Q: I know these elements as everything from a hard solid to a metal that melts in the hand. If all of them are put into the diamond structure, which is hardest to compress, which is easiest, and is it just a matter of atomic size?

Elements in the diamond structure, calculated with Ansatz 0.2.0 using RPBE, scalar-relativistic plane-wave PAW, no spin polarisation, a 420 eV cutoff and Fermi-Dirac smearing of 0.1 eV. Volume, bulk modulus and its pressure derivative come from an equation-of-state fit; neighbour distances are those of the unscaled starting cell.

| element | Z | valence electrons | k mesh | volume per atom, RPBE (Å³) | bulk modulus, RPBE (GPa) | bulk modulus pressure derivative, RPBE | neighbour distance, RPBE (Å) |
| --- | --- | --- | --- | --- | --- | --- | --- |
| B | 5 | 3 | 15×15×15 | 8.46 | 170 | 3.57 | 1.765 |
| Al | 13 | 3 | 10×10×10 | 28.28 | 35.0 | 4.31 | 2.640 |
| P | 15 | 5 | 11×11×11 | 21.28 | 40.2 | 2.89 | 2.399 |
| Ga | 31 | 3 | 10×10×10 | 26.57 | 30.5 | 5.14 | 2.586 |
| Sb | 51 | 5 | 9×9×9 | 44.37 | 28.4 | 3.89 | 3.065 |
| Te | 52 | 6 | 9×9×9 | 48.19 | 23.7 | 4.36 | 3.151 |
| Cs | 55 | 1 | 5×5×5 | 217.85 | 0.484 | 3.37 | 5.153 |
| Bi | 83 | 5 | 8×8×8 | 50.31 | 26.0 | 4.34 | 3.196 |

A: Boron is the hardest to compress, at 170 GPa, and caesium the easiest, at 0.484 GPa. That is a factor of about 350, while their volumes per atom differ by a factor of only 26. Size therefore matters, but it can't be the whole answer.

The useful step is to ask what a bulk modulus measures. Let $V$ be the volume per atom and $K$ the bulk modulus. If the volume changes by a small fraction $x$ from its best value, the energy per atom rises by

$$\Delta E = \tfrac{1}{2}\,K V x^2 .$$

The product $KV$ is thus an energy: it says how strongly an atom's bonding resists a given fractional change of volume. The modulus is that energy divided by the space over which it is spread.

For boron the product is about 9.0 eV. Over all the elements except caesium it stays between 5.1 and 9.0 eV, although their moduli differ by a factor of seven. Boron's large lead over the other six therefore comes mostly from its small volume. Among those six the energy varies about as much as the modulus does, so volume alone doesn't set their order. Caesium is different in kind, with a product of only 0.66 eV.

Q: Why is that energy so small in caesium?

A: Caesium brings one valence electron per atom, and that electron has 218 Å³ to itself. Electrons resist being squeezed because confinement raises their kinetic energy, and a dilute electron gas has little kinetic energy to raise. We can estimate this resistance by treating the valence electrons as free.

With $n$ electrons per unit volume, the highest filled level lies at

$$E_F=\frac{\hbar^2}{2m}(3\pi^2 n)^{2/3}.$$

The mean kinetic energy per electron is $\tfrac35E_F$, and it grows as $V^{-2/3}$ on compression. Its pressure is therefore $\tfrac25 nE_F$, which grows as $V^{-5/3}$, and the resulting modulus is five thirds of that pressure, or $\tfrac23 nE_F$.

For caesium, $n$ is one electron in 218 Å³, or 0.0046 per Å³. With $\hbar^2/2m$ equal to 3.8 eV Å², this gives $E_F\approx1.0$ eV. The modulus is then about 0.0031 eV/Å³, and since 1 eV/Å³ is 160 GPa, that makes 0.49 GPa.

Q: That is almost exactly the value in the table. Can I use the formula for the others?

A: No. For the other seven elements it is too high, by a factor of 2.6 for aluminium and up to 8.7 for phosphorus. The formula keeps only the kinetic energy. The attraction between electrons and ions lowers the modulus, and the exclusion of valence electrons from the ion cores raises it again. Exchange and correlation between the electrons are left out too. In caesium all these omissions must nearly cancel, so the close agreement there is no licence to trust the formula elsewhere.

What survives is the direction of the largest contrast: caesium, with by far the thinnest electron gas, is by far the softest. Smaller differences can go the wrong way: tellurium has more valence electrons per volume than aluminium, yet it is softer. Even the size of the large contrast is exaggerated, because the formula makes boron about 1400 times as stiff as caesium instead of 350 times. Where electrons form directed bonds, we have to ask which states they occupy.

Q: Then take three heavy neighbours. Bismuth has a larger volume than tellurium, yet it is stiffer. How can that be?

A: Start from antimony, which differs from each of them in a simple way. Bismuth has the same five valence electrons as antimony but a larger atom. Tellurium stands next to antimony in the same period and has one electron more.

From antimony to bismuth the volume grows by 13% and the modulus falls by 8%. The product $KV$ hardly moves, from 7.9 to 8.2 eV. Bismuth is softer than antimony because a similar energy is spread over more space.

From antimony to tellurium the volume grows by only 9%, but the modulus falls by 17%. Here the energy itself drops, to 7.1 eV. The expansion is also surprising at first sight, since a free tellurium atom is, if anything, slightly smaller than an antimony atom.

The standard bonding picture accounts for both changes. In diamond each atom has four neighbours and shares a pair of electrons with each, so four electrons per atom fill all the bonding states. Any further electron must enter antibonding states, which push neighbouring atoms apart and weaken the bonds. Antimony and bismuth have one such electron per atom, tellurium two. The table shows the expansion and the softening; that antibonding electrons cause them is an argument from theory, since the table doesn't resolve the individual states.

Q: If four electrons are ideal, what would happen if I put silicon between aluminium and phosphorus?

A: You would find a peak in stiffness. Aluminium, with three electrons, leaves bonding states empty, and phosphorus, with five, has to use antibonding ones. Their moduli are 35 and 40 GPa. Real silicon, which does crystallise in this structure, has a measured modulus of roughly 100 GPa, a rough recalled figure but far above both.

The rule to carry away is that, among elements of one period placed in the diamond structure, stiffness suffers on either side of four electrons per atom. It gives a direction, not a size. Phosphorus and antimony have the same electron count, yet their products $KV$ are 5.3 and 7.9 eV. Why phosphorus resists so weakly for its volume remains open here.

Q: Aluminium and gallium also have the same number of valence electrons. Gallium is the smaller of the two, so shouldn't it be stiffer?

A: It would be if the energy $KV$ were the same. Gallium's volume is 6% smaller, but its modulus is 13% lower as well. The product falls from 6.2 to 5.1 eV, and this loss outweighs the gain from the smaller volume.

A likely explanation for both changes is the filled 3d shell that gallium has and aluminium lacks. These d electrons screen the nuclear charge poorly, so the outer electrons are held more tightly and the atom stays small. The 4s electrons are held especially tightly, and it costs more energy to bring them into the four directed orbitals, mixed from 4s and 4p, that diamond needs. The bonds gain less as a result. The two rows fit this explanation, but they don't separate it from other differences between the atoms.

Q: In a press I would go well beyond small changes of volume. Is the modulus enough to estimate the pressure?

A: It gives too low a pressure, because these solids stiffen as they are compressed. The bulk modulus pressure derivative in the table tells you how many GPa the modulus gains for each GPa applied. It is positive in every row. The usual reason is that the repulsion between atoms becomes steeper and steeper as they are pushed together.

Gallium has the largest derivative, 5.14. With a constant modulus, squeezing it to 88% of its volume would take $-\ln 0.88 = 0.128$ times the modulus, or 3.9 GPa. The calculation gives 5.3 GPa. Phosphorus has the smallest derivative, 2.89, and even there the constant-modulus estimate falls short by about a fifth of the calculated pressure.

Q: Which digits may I rely on, and may I compare these values with a handbook?

A: Be most careful with caesium. Its printed neighbour distance, 5.153 Å, belongs to the cell from which the calculation started. The fitted volume is 3.4% larger than that cell, and the geometry of diamond turns it into a distance of 5.21 Å. Use the volume and work out the distance from it.

The caesium modulus is also delicate. The pressures in the same runs offer a second route to the modulus, and for the other seven elements it agrees with the table to within 1%. For caesium it gives 0.449 GPa, which is 7% below the table. Most of this gap comes from the smearing, which spreads the electrons over levels near $E_F$ to steady the calculation. The energies behind the table's modulus have been corrected for it and the pressures have not; the correction adds 0.027 GPa.

A smearing width of 0.1 eV is small for most solids, but in caesium the filled valence levels span only about 1 eV by the free-electron estimate. The k mesh is a further weakness: its points miss the place where symmetry makes the highest filled and the lowest empty band of caesium meet, so the run shows a small false gap. I would quote its modulus as about 0.5 GPa, and even that hasn't been tested with a finer mesh. For the others two figures are reasonable as results of this calculation, although the agreement between the two routes doesn't test whether the k mesh is fine enough. Spin polarisation was switched off in these runs, so they say nothing about magnetism.

A handbook is another matter, because none of these elements adopts the diamond structure under ordinary conditions. Real aluminium packs twelve neighbours around each atom instead of four, and its measured modulus is roughly 75 GPa, again a rough recalled figure, against 35 GPa here. Each element was also held in the symmetry of diamond, so a positive bulk modulus here doesn't show that the structure would survive other distortions. The RPBE functional, for its part, tends to make solids somewhat too large and too soft. For bismuth the calculation further omits spin–orbit coupling, which acts strongly on the very p electrons that form its bonds. Its lead of 2.3 GPa over tellurium is therefore a result at this level of theory, and a calculation with that coupling could change it.
